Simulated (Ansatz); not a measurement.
Runs of Ansatz 0.2.0 on Ba. It takes space group Pm-3m (No. 221, cubic). The conventional cell has a = 3.918 Å, b = 3.918 Å, c = 3.918 Å, α = 90.00°, β = 90.00°, γ = 90.00°. Ba (site symmetry m-3m) has 6 Ba at 3.92 Å as nearest neighbours. This isn't the form of Ba at room conditions, which is bcc.

```csv
level,cutoff (eV),gap on the mesh (eV),pressure (GPa)
PBE0,420,none,-0.3
PBEsol,420,none,-1.0
HSE06,420,none,(a)
r2SCAN,500,none,-0.4
LDA,420,none,-1.6
r2SCAN0,500,none,-0.3
```

Alike in all rows: task projected density of states; potentials or basis Ansatz PAW; no spin polarisation; cell as given; k mesh 4 × 4 × 4; smearing fermi-dirac 0.05 eV; the mesh is coarse, so values aren't converged.

Question: Estimate the missing entries.

Answer: (a) -0.2.

Caveats: all runs use coarse meshes; the PAW data sets come from PBE, with cores solved anew for the run's functional, which leaves a small shift of forces and pressure; the density of states is complete only up to the lowest level of the last band computed; the thresholds are loose for stress (some runs).

A k mesh can miss the band edges, and the runs leave out spin-orbit coupling on Ba.

A gap of «none» marks a metal or a gap under the smearing width.
